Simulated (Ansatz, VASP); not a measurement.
## Two plane-wave programs on BN

Contents of INCAR:

```
PREC     = Accurate       # precision mode
ENCUT    = 520            # plane-wave cutoff, eV
EDIFF    = 1E-7           # SCF threshold, eV
ISMEAR   = 0              # smearing method
SIGMA    = 0.02           # smearing width, eV
LREAL    = F              # projectors in reciprocal space
LASPH    = T              # aspherical terms in the spheres
NELM     = 100            # most SCF steps
ALGO     = Fast           # electronic algorithm
ISIF     = 2              # what is computed and relaxed
LWAVE    = F              # write WAVECAR
LCHARG   = F              # write CHGCAR
GGA      = PE             # functional
NBANDS   = 11             # bands
```

File KPOINTS:

```
regular mesh
0
Gamma
  12 12 12
```

File POSCAR:

```
BN
1.0
    1.2511217832      0.7223354983      3.3729344033
   -1.2511217832      0.7223354983      3.3729344033
    0.0000000000     -1.4446709967      3.3729344033
B N
1 1
Direct
    0.9996712000      0.9996712000      0.9996712000
    0.3836246979      0.3275869876      0.3239792647
```

Input for Ansatz:

```yaml
crystal:
  lattice:
    - [1.2511217832, 0.7223354983, 3.3729344033]
    - [-1.2511217832, 0.7223354983, 3.3729344033]
    - [0.0, -1.4446709967, 3.3729344033]
  atoms:
    - { symbol: B, position: [0.9996712, 0.9996712, 0.9996712] }
    - { symbol: "N", position: [0.3836246979, 0.3275869876, 0.3239792647] }
basis:
  ecutwfc: 420
kpoints:
  mp_grid: { grid: [12, 12, 12] }
hamiltonian:
  xc: pbe
scf:
  occupations: { method: gaussian, width: 0.02 }
output:
  forces: true
  stress: true
  eigenvalues: true
  populations: true
```

Change from the starting cell: one atom moved.

Alike in both runs: task single point; functional PBE; k mesh 12 × 12 × 12; occupations gaussian, width 0.02 eV; no spin polarisation.

|  | VASP | Ansatz |
| --- | --- | --- |
| version | VASP 6.6.1 | Ansatz 0.2.0 |
| potentials or method | VASP PAW PBE potentials, release 64 (B, N) | scalar-relativistic, plane waves, PAW |
| plane-wave cutoff (eV) | 520 | 420 |
| valence electrons in the cell | 8 | 8 |

```csv
,VASP,Ansatz,Ansatz less VASP
gap on the k mesh at the Fermi level (eV),3.53,3.54,+0.008
least direct gap on the mesh (eV),4.35,4.36,+0.006
pressure (GPa),5.4,5.4,-0.04
largest component of the traceless stress (GPa),8.58,8.59,+0.001
rms of the force components (eV/Å),2.378,2.382,+0.0046
```

Atom by atom the forces differ by 0.007 eV/Å (rms over components).

Caveats: forces of over 1 eV/Å show positions far from the minimum, so gaps and moduli don't describe the material at rest. A k mesh can miss the band edges.
